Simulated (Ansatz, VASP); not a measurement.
# SnTe: VASP beside Ansatz

INCAR

```
SYSTEM = SnTe
PREC     = Accurate       ! precision mode
ENCUT    = 520            ! plane-wave cutoff, eV
EDIFF    = 1E-8           ! SCF threshold, eV
ISMEAR   = 0              ! smearing method
SIGMA    = 0.02           ! smearing width, eV
LREAL    = .False.        ! projectors in reciprocal space
LASPH    = .True.         ! aspherical terms in the spheres
NELM     = 80             ! most SCF steps
ALGO     = Normal         ! electronic algorithm
ISIF     = 2              ! what is computed and relaxed
LWAVE    = .False.        ! write WAVECAR
LCHARG   = .False.        ! write CHGCAR
GGA      = PE             ! functional
LEFG     = .True.
```

The input KPOINTS:

```
Automatic mesh
0
Gamma
  7 7 7
  0 0 0
```

Contents of POSCAR:

```
SnTe
1.0
    0.0000000000      3.1508500000      3.1508500000
    3.1508500000      0.0000000000      3.1508500000
    3.1508500000      3.1508500000      0.0000000000
Te Sn
1 1
Direct
    0.5000000000      0.5000000000      0.5000000000
    0.0000000000      0.0000000000      0.0000000000
```

input.yaml

```yaml
crystal:
  lattice:
    - [0.0, 3.15085, 3.15085]
    - [3.15085, 0.0, 3.15085]
    - [3.15085, 3.15085, 0.0]
  atoms:
    - { symbol: Te, position: [0.5, 0.5, 0.5] }
    - { symbol: Sn, position: [0.0, 0.0, 0.0] }
hamiltonian:
  xc: pbe
  pseudopotentials: { kind: paw }
kpoints:
  mp_grid: { grid: [7, 7, 7] }
scf:
  occupations: { method: gaussian, width: 0.02 }
output:
  forces: true
  stress: true
  eigenvalues: true
```

Alike in both runs: functional PBE; k mesh 7 × 7 × 7; occupations gaussian, width 0.02 eV; no spin polarisation.

|  | VASP | Ansatz |
| --- | --- | --- |
| version | VASP 6.6.1 | Ansatz 0.2.0 |
| potentials or method | VASP PAW PBE potentials, release 64 (Te, Sn_d) | Ansatz PAW |
| plane-wave cutoff (eV) | 520 | 420 |
| valence electrons in the cell | 20 | 30 |
| task | electric field gradients | single point |

```tsv
	VASP	Ansatz	Ansatz less VASP
gap on the k mesh at the Fermi level (eV)	0.66	0.66	+0.001
least direct gap on the mesh (eV)	0.66	0.66	+0.001
pressure (GPa)	2.2	2.2	+0.02
```

The two sets of potentials don't hold the same shells in valence.

The runs have no spin-orbit coupling, so splittings on Te are missing.
